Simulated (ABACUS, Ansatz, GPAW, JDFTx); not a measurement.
# Fitting the PBE energy curve of CoGa

The structure is cubic, space group Pm-3m (No. 221). The conventional cell has a = 2.878 Å, b = 2.878 Å, c = 2.878 Å, α = 90.00°, β = 90.00°, γ = 90.00°. Ga (site symmetry m-3m) is surrounded by 8 Co at 2.49 Å. Co (site symmetry m-3m) has 8 Ga at 2.49 Å as nearest neighbours.

The cell was scaled at fixed shape and fractions and run with Ansatz, Ansatz PAW, cutoff 420 eV; PBE, k mesh 9 × 9 × 9 on the cell of 2 atoms, fermi-dirac occupations of 0.05 eV, collinear spin, ferromagnetic start, no spin-orbit coupling. Energies are those that the program minimises, any entropy of the smearing included. For a metal such a mesh isn't converged to the digits shown. The magnetic state is the one that the start led to, which needn't be the lowest.

```csv
V (Å³/atom),energy over the lowest row (meV/atom)
11.2039,30.07
11.4423,13.56
11.6807,3.78
11.9191,0.00
12.1575,1.57
12.3958,?
12.6342,18.53
```

Task: Fit the third-order Birch-Murnaghan form, give V0, B0 and B′, and predict the energy left open.

Result: With y = (V0/V)^(2/3), E = E0 + (9 V0 B0/16) [(y - 1)³ B′ + (y - 1)² (6 - 4y)]. Least squares through the rows shown give V0 = 11.9643 Å³/atom, E0 = -0.10 meV, B0 = 176.5 GPa (1 eV/Å³ = 160.218 GPa) and B′ = 4.71, with a largest miss of 0.01 meV. At V = 12.3958 the form with these constants gives 7.91 meV; the run gave 7.94 meV an atom. Other set-ups at this level, from all their volumes (Å³/atom, GPa): ABACUS, PseudoDojo NC SR 0.4.1 PBE standard, plane waves: V0 11.986, B0 175.1; GPAW, GPAW PAW data sets (gpaw-data 1.2.1): V0 12.089, B0 180.8; JDFTx, PseudoDojo-SR-PBE-0.5-standard: V0 11.986, B0 175.1; Ansatz, all-electron LAPW, scalar-relativistic: V0 11.967, B0 176.1.
